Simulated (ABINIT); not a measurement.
Runs of ABINIT 10.8.3 (patched build) on HgTe (Coloradoite). Symmetry: F-43m, No. 216, cubic system. Conventional cell: a = 6.429 Å, b = 6.429 Å, c = 6.429 Å, α = 90.00°, β = 90.00°, γ = 90.00°. Hg (site symmetry -43m) has 4 Te at 2.78 Å as nearest neighbours. Around Te (site symmetry -43m) lie 4 Hg at 2.78 Å. 

```csv
task,potentials or basis,cell,k mesh,cutoff (eV),cutoff smearing ecutsm (Ha),stop of the response cycle (tolvrs),acoustic sum rule (asr),fine-grid cutoff,cell freedom (optcell),gap on the mesh (eV),pressure (GPa),relaxed volume (Å³/atom)
single point,PseudoDojo NC SR LDA v0.4.1 standard,as given,5 × 5 × 5,952,-,-,-,-,-,none,0.2,-
phonons,JTH PAW LDA v2.0,cell relaxed at zero pressure by an earlier run,"4 × 4 × 4, with 4 shifts",517,0.5,1e-09,2,1034.03 eV,-,-,-0.2,-
single point,PseudoDojo NC SR LDA v0.4.1 standard,cell relaxed,5 × 5 × 5,1088,-,-,-,-,-,none,0.0,-
relaxation of cell and atoms,JTH PAW LDA v2.0,relaxed,5 × 5 × 5,517,0.5,-,-,1034.03 eV,2,none,0.0,(a)
relaxation of cell and atoms,PseudoDojo NC SR LDA v0.4.1 standard,relaxed,5 × 5 × 5,1088,0.5,-,-,-,2,none,0.0,33.46
```

Alike in all rows: level LDA; no spin polarisation; smearing fermi-dirac 0.05 eV.

**Question.** Estimate the missing entries.

**Answer.** (a) 33.63.

Caveats: the mesh is coarse for a metal's response (some runs).

A k mesh can miss the band edges, and the runs leave out spin-orbit coupling on Hg, Te.

A gap of «none» marks a metal or a gap under the smearing width.

The runs don't all hold the same shells in valence.

Runs at the PBE level aren't shown here.
